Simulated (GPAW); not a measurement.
AlN:

```
Al N
1.0
     0.00000    2.18399    2.18399
     2.18399    0.00000    2.18399
     2.18399    2.18399    0.00000
Al N
1 1
Cartesian
  0.0000 0.0000 0.0000
  1.0920 1.0920 1.0920
```

Measurements of this composition are mostly on another form, of space group No. 186.

Base run:

```yaml
Program: GPAW 26.7.0
Functional: PBEint
Potentials_or_basis: PAW data sets generated in the run's folder for this functional
Cutoff: 800 eV
Basis: pw
k_mesh: 10 × 10 × 10
Occupations: fermi-dirac, width 0.05 eV
Spin: no spin polarisation
```

Its results: band gap on the k mesh 3.16 eV, indirect (least direct gap 4.11 eV); pressure 4.2 GPa.

Problem. The run is repeated on the same cell with these changes: functional from PBEint to BLYP. What comes out?

Solution. Band gap on the k mesh 3.69 eV, indirect (least direct gap 4.54 eV); pressure 8.1 GPa.

Not every run made on this cell is shown here.
